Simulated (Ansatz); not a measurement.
# MgSe: how the settings move a single-point run

How sensitive is a single-point run of MgSe to its settings? A reference run comes first, then three runs with altered input.

Program: Ansatz 0.2.0. Level of theory: reference: DFT, HSE06, plane waves, PAW. These are calculated values, not measurements.

6 further runs of the same task are left out: 1 for a known fault of the program, 5 that didn't finish.

### 1 The structure to begin with

It takes space group Fm-3m (No. 225, cubic). The conventional cell has a = 5.473 Å, b = 5.473 Å, c = 5.473 Å, α = 90.00°, β = 90.00°, γ = 90.00°. Mg (site symmetry m-3m) is surrounded by 6 Se at 2.74 Å. Around Se (site symmetry m-3m) lie 6 Mg at 2.74 Å.

As a file:

```cif
data_structure
_symmetry_space_group_name_H-M 'P 1'
_symmetry_Int_Tables_number 1
_cell_length_a 3.8697
_cell_length_b 3.8697
_cell_length_c 3.8697
_cell_angle_alpha 60.000
_cell_angle_beta 60.000
_cell_angle_gamma 60.000
_cell_volume 40.97
loop_
_atom_site_label
_atom_site_type_symbol
_atom_site_fract_x
_atom_site_fract_y
_atom_site_fract_z
_atom_site_occupancy
Mg1 Mg 0.00000 0.00000 0.00000 1
Se1 Se 0.50000 0.50000 0.50000 1
```

### 2 The reference run

Contents of input.yaml:

```yaml
crystal:
  lattice:
    - [0.0, 2.7362693762, 2.7362693762]
    - [2.7362693762, 0.0, 2.7362693762]
    - [2.7362693762, 2.7362693762, 0.0]
  atoms:
    - { symbol: Mg, position: [0.0, 0.0, 0.0] }
    - { symbol: Se, position: [0.5, 0.5, 0.5] }
kpoints:
  mp_grid: { grid: [4, 4, 4] }
hamiltonian:
  xc: hse06
scf:
  occupations: { method: fixed }
  n_extra_bands: 4
output:
  forces: true
  stress: true
  eigenvalues: true
  write_density: true
  write_potential: true
  elf: true
  volumetric_format: npy
```

Run with:

```sh
$ ansatz run input.yaml --threads 4 --pin off --max-ram 3686MiB --backend cpu --events-out ev --progress --plain --runs-dir out
```

### 3 Variant: xc cam_b3lyp

input.yaml: that of step 2 with these lines changed.

```diff
@@ -11,3 +11,3 @@
 hamiltonian:
-  xc: hse06
+  xc: cam_b3lyp
 scf:
@@ -19,5 +19 @@
   eigenvalues: true
-  write_density: true
-  write_potential: true
-  elf: true
-  volumetric_format: npy
```

### 4 Changing settings: exchange pbe, correlation pbe, coeff 0.4, omega 0.5

input.yaml: that of step 2 with these lines changed.

```diff
@@ -11,3 +11,3 @@
 hamiltonian:
-  xc: hse06
+  xc: { exchange: pbe, correlation: pbe, exx: { coeff: 0.4, omega: 0.5 } }
 scf:
@@ -19,5 +19 @@
   eigenvalues: true
-  write_density: true
-  write_potential: true
-  elf: true
-  volumetric_format: npy
```

### 5 Changing settings: exchange pbe, correlation pbe, coeff 0.2

input.yaml: that of step 2 with these lines changed.

```diff
@@ -11,3 +11,3 @@
 hamiltonian:
-  xc: hse06
+  xc: { exchange: pbe, correlation: pbe, exx: { coeff: 0.2 } }
 scf:
@@ -19,5 +19 @@
   eigenvalues: true
-  write_density: true
-  write_potential: true
-  elf: true
-  volumetric_format: npy
```

Q: Predict the outcome of this session. Wanted: for each run, ending; energy change; pressure; gap; force.

The runs gave:

```csv
run,ending,energy change,pressure (GPa),gap (eV),force (eV/Å),cycles,time
reference,converged,-,0.1,2.65,0.00,11,7.3 s
1: xc cam_b3lyp,converged,not comparable,0.2,5.38,0.00,16,9.3 s
"2: exchange pbe, correlation pbe, coeff 0.4, omega 0.5",converged,not comparable,0.1,2.44,0.00,13,8 s
"3: exchange pbe, correlation pbe, coeff 0.2",converged,not comparable,0.4,3.04,0.00,12,6.5 s
```

Times don't compare one to one where runs were asked for different outputs or read a saved state (see the inputs); cycles may leave out searches for a lower state.

Residual by cycle in the longest SCF loop of each run; runs are numbered as in the table. The quantity is the density residual dr2, in eV.

```csv
cycle,reference,run 1,run 2,run 3
1,0.00407,0.00146,0.00723,0.00266
2,9.5e-4,4.4e-4,0.00164,6.2e-4
3,3.2e-4,0.00277,5.5e-4,2.8e-4
4,3.8e-5,3.0e-4,8.3e-5,3.2e-5
5,2.6e-6,4.0e-5,2.9e-6,3.2e-6
6,-,3.7e-6,-,4.2e-7
```

The totals of these runs aren't set against each other here.
